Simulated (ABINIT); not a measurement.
The system is MgS (Niningerite).

```
S Mg
1.0
     0.00000    2.60165    2.60165
     2.60165    0.00000    2.60165
     2.60165    2.60165    0.00000
S Mg
1 1
Direct
  0.50000 0.50000 0.50000
  0.00000 0.00000 0.00000
```

Base run:

| Quantity | Value |
| --- | --- |
| Program | ABINIT 10.8.3 (patched build) |
| Functional | HSE06 |
| Potentials or basis | SPMS NC PBE v1.0 |
| Cutoff | 707 eV |
| k mesh | 6 × 6 × 6 |
| Occupations | fermi-dirac, width 0.05 eV |
| Spin | no spin polarisation |

Its results: band gap on the k mesh 3.46 eV, indirect (least direct gap 4.47 eV).

**Question.** The run is repeated on the same cell with these changes: share of exact exchange from 0.15 to 0.5. What comes out?

**Answer.** Band gap on the k mesh 5.05 eV, indirect (least direct gap 6.23 eV).

Caveats: exact exchange is summed on a coarse mesh, which widens gaps by tenths of an eV; Libxc's HSE differs a little from that of other programs.

A k mesh can miss the band edges.
